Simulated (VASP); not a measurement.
# TaN (P-6m2) in VASP: further runs, part 2 of 3

VASP 6.6.1. Earlier steps stand in the parts before.

## 3. Relaxation of cell and atoms, PBEsol

Input file INCAR:

```
SYSTEM = TaN
PREC = Accurate ; ENCUT = 480
EDIFF = 1E-7 ; ISMEAR = 0
SIGMA = 0.1 ; LREAL = .FALSE.
LASPH = .TRUE. ; NELM = 80
ALGO = Normal ; ISIF = 3
LWAVE = .FALSE. ; LCHARG = .FALSE.
GGA = PS ; IBRION = 2
NSW = 90 ; EDIFFG = -0.005
```

Input file KPOINTS:

```
Automatic mesh
0
G
  18 18 14
  0 0 0
```

Input file POSCAR:

```
TaN
1.0
    2.9399421800      0.0000000000      0.0000000000
   -1.4699710900      2.5460646100      0.0000000000
    0.0000000000      0.0000000000      2.8901750800
Ta N
1 1
Direct
    0.0000000000      0.0000000000      0.5000000000
    0.6666666700      0.3333333300      0.0000000000
```

Potentials or basis: VASP PAW PBE potentials, release 64 (Ta_pv, N_s).

On the command line:

```sh
$ cat potpaw_PBE.64/Ta_pv/POTCAR potpaw_PBE.64/N_s/POTCAR > POTCAR
$ mpirun -np 1 vasp_std > vasp.out
```

OUTCAR:

```text
SYSTEM = TaN
   PREC = Accurate
   ENCUT = 480
   EDIFF = 1E-7
   ISMEAR = 0
   LREAL = .FALSE.
   LASPH = .TRUE.
   NELM = 80
   ISIF = 3
   GGA = PS
   IBRION = 2
   NSW = 90
   EDIFFG = -0.005

 ion  position               nearest neighbor table
   1  0.000  0.000  0.500-   2 2.23   2 2.23   2 2.23   2 2.23   2 2.23   2 2.23
   2  0.667  0.333  0.000-   1 2.23   1 2.23   1 2.23   1 2.23   1 2.23   1 2.23

  LATTYP: Found a hexagonal cell.
 ALAT       =     2.9399421800
 C/A-ratio  =     0.9830720821

  Lattice vectors:

 A1 = (   2.9399421800,   0.0000000000,   0.0000000000)
 A2 = (  -1.4699710900,   2.5460646100,   0.0000000000)
 A3 = (   0.0000000000,   0.0000000000,   2.8901750800)

Analysis of symmetry for initial positions (statically):
=====================================================================
 Subroutine PRICEL returns:
 Original cell was already a primitive cell.

 Routine SETGRP: Setting up the symmetry group for a
 hexagonal supercell.

 Subroutine GETGRP returns: Found 12 space group operations
 (whereof 12 operations were pure point group operations)
 out of a pool of 24 trial point group operations.

The static configuration has the point symmetry D_3h.

Analysis of symmetry for dynamics (positions and initial velocities):
=====================================================================
 Subroutine PRICEL returns:
 Original cell was already a primitive cell.

 Routine SETGRP: Setting up the symmetry group for a
 hexagonal supercell.

 Subroutine GETGRP returns: Found 12 space group operations
 (whereof 12 operations were pure point group operations)
 out of a pool of 24 trial point group operations.

The dynamic configuration has the point symmetry D_3h.

 Subroutine INISYM returns: Found 12 space group operations
 (whereof 12 operations are pure point group operations),
 and found     1 'primitive' translations

----------------------------------------------------------------------------------------
[... 139 lines left out ...]
  ext. energy  EPLUGINS =         0.00000000
  ---------------------------------------------------
  free energy    TOTEN  =       -23.80571145 eV

  energy without entropy =      -23.80545590  energy(sigma->0) =      -23.80558368

------------------------ aborting loop because EDIFF is reached ----------------------------------------

  FORCE on cell =-STRESS in cart. coord.  units (eV):
  Direction    XX          YY          ZZ          XY          YZ          ZX
  --------------------------------------------------------------------------------------
  -------------------------------------------------------------------------------------
  Total       -0.6776399     -0.6776399     -0.8552039      0.0000000      0.0000000     -0.0000000
  in kB      -50.1853774    -50.1853773    -63.3356030      0.0000000      0.0000000     -0.0000000
  external PRESSURE =     -54.5687859 kB  Pullay stress =       0.0000000 kB
[... 167 lines left out ...]
--------------------------------------- Ionic step        6  -------------------------------------------

 number of electron      16.0000001 magnetization

 Free energy of the ion-electron system (eV)
  ---------------------------------------------------
  ext. energy  EPLUGINS =         0.00000000
  ---------------------------------------------------
  free energy    TOTEN  =       -23.81146612 eV

  energy without entropy =      -23.81121405  energy(sigma->0) =      -23.81134009

 E-fermi :   8.5199     XC(G=0): -13.5691

 val. band max:        8.4788874675   @ k =   0.0000   0.0000   0.4286
 cond. band min:       8.5507673209   @ k =   0.0556   0.0000   0.5000
 fundamental gap:      0.0718798534
 Fermi energy:         8.5199101695

 k-point     1 :       0.0000    0.0000    0.0000
  band No.  band energies     occupation
      1     -26.2032      2.00000
      2     -25.9282      2.00000
      3     -25.9282      2.00000
      4      -9.2767      2.00000
      5       3.9354      2.00000
      6       3.9354      2.00000
      7       4.2652      2.00000
      8       5.6138      2.00000
      9      10.8593      0.00000
     10      12.1938      0.00000
     11      12.1938      0.00000
     12      12.5912      0.00000
[... 331 lines left out ...]
 k-point    24 :       0.3889    0.1111    0.0000
  band No.  band energies     occupation
      1     -26.9475      2.00000
      2     -26.2481      2.00000
      3     -26.0508      2.00000
      4      -6.8868      2.00000
      5       0.3722      2.00000
      6       3.3432      2.00000
      7       4.2439      2.00000
      8       6.2346      2.00000
      9      10.8625      0.00000
     10      11.6645      0.00000
     11      13.1951      0.00000
     12      14.6769      0.00000

 [... further k-points ...]

------------------------ aborting loop because EDIFF is reached ----------------------------------------

  FORCE on cell =-STRESS in cart. coord.  units (eV):
  Direction    XX          YY          ZZ          XY          YZ          ZX
  --------------------------------------------------------------------------------------
  -------------------------------------------------------------------------------------
  Total       -0.0010578     -0.0010578     -0.0008817      0.0000000      0.0000000      0.0000000
  in kB       -0.0795513     -0.0795513     -0.0663086      0.0000000      0.0000000      0.0000000
  external PRESSURE =      -0.0751371 kB  Pullay stress =       0.0000000 kB
[... 17 lines left out ...]
  FREE ENERGIE OF THE ION-ELECTRON SYSTEM (eV)
  ---------------------------------------------------
  free  energy   TOTEN  =       -23.8114661203 eV

  energy  without entropy=      -23.8112140534  energy(sigma->0) =      -23.81134009

 reached required accuracy - stopping structural energy minimisation
```

OSZICAR:

```text
N       E                     dE             d eps       ncg     rms          rms(c)
DAV:   1     0.991105880027E+02    0.99111E+02   -0.88925E+03  7104   0.133E+03
DAV:   2    -0.227448611170E+02   -0.12186E+03   -0.11571E+03  7768   0.380E+02
[... 45 lines left out ...]
   5 F= -.23811465E+02 E0= -.23811339E+02  d E =-.249736E-06
       N       E                     dE             d eps       ncg     rms          rms(c)
DAV:   1    -0.238114672372E+02   -0.17494E-05   -0.66181E-05  7112   0.866E-02    0.106E-02
DAV:   2    -0.238114664096E+02    0.82764E-06   -0.14437E-06  8464   0.142E-02    0.530E-03
DAV:   3    -0.238114661152E+02    0.29435E-06   -0.51667E-07  8312   0.748E-03    0.142E-03
DAV:   4    -0.238114661203E+02   -0.51166E-08   -0.19954E-08  3588   0.170E-03
   6 F= -.23811466E+02 E0= -.23811340E+02  d E =-.925278E-06
```

Wall time 100 s (1 thread of AMD EPYC 9R45 (Zen 5), shared host); peak memory 0.18 GiB.

Results:

```
Free energy                            : -23.8115 eV
Relaxed volume                         : 10.65 Å³/atom
Relaxed cell                           : a = 2.926 Å, b = 2.926 Å, c = 2.873 Å, α = 90.00°, β = 90.00°, γ = 120.00°
Space group after relaxing (to 0.05 Å) : P-6m2 (No. 187)
Energy gained by relaxing              : 2.9 meV/atom
Ionic steps                            : 6
Pressure after relaxing                : 0.0 GPa
Band gap on the k mesh                 : none (metal or under the smearing width)
```

Step by step:
```
step  energy change (eV)  largest force (eV/Å)  pressure (GPa)  volume (Å³)
   1              0.0000                0.0000           -5.46        21.63
   2              0.0321                0.0000           15.41        20.50
   3             -0.0058                0.0000           -0.08        21.31
   4             -0.0058                0.0000            0.02        21.30
   5             -0.0058                0.0000           -0.04        21.31
   6             -0.0058                0.0000           -0.01        21.30
```

Final structure:
```
Ta N
1.0
     2.92603    0.00000    0.00000
    -1.46301    2.53402    0.00000
     0.00000    0.00000    2.87337
Ta N
1 1
Direct
  0.00000 0.00000 0.50000
  0.66667 0.33333 0.00000
```

Levels at points of the mesh, in eV from the Fermi level:
```csv
k point,band 4,band 5,band 6,band 7,band 8,band 9,band 10,band 11,band 12
"(0.00, 0.00, 0.00)",-17.80,-4.58,-4.58,-4.25,-2.91,2.34,3.67,3.67,4.07
"(0.50, 0.00, 0.00)",-15.42,-8.35,-5.24,-3.52,-3.16,3.06,4.14,5.30,5.42
"(0.00, 0.00, 0.50)",-15.04,-9.44,-3.75,-3.75,-0.08,-0.08,2.49,3.37,3.37
"(0.50, 0.00, 0.50)",-15.76,-7.39,-6.22,-5.73,-0.30,4.27,5.48,6.19,7.23
```

Caveat: the PAW data sets were made with another functional, which shifts forces and pressure a little. The run has no spin-orbit coupling, so splittings on Ta are missing.

[end of part 2 of 3]
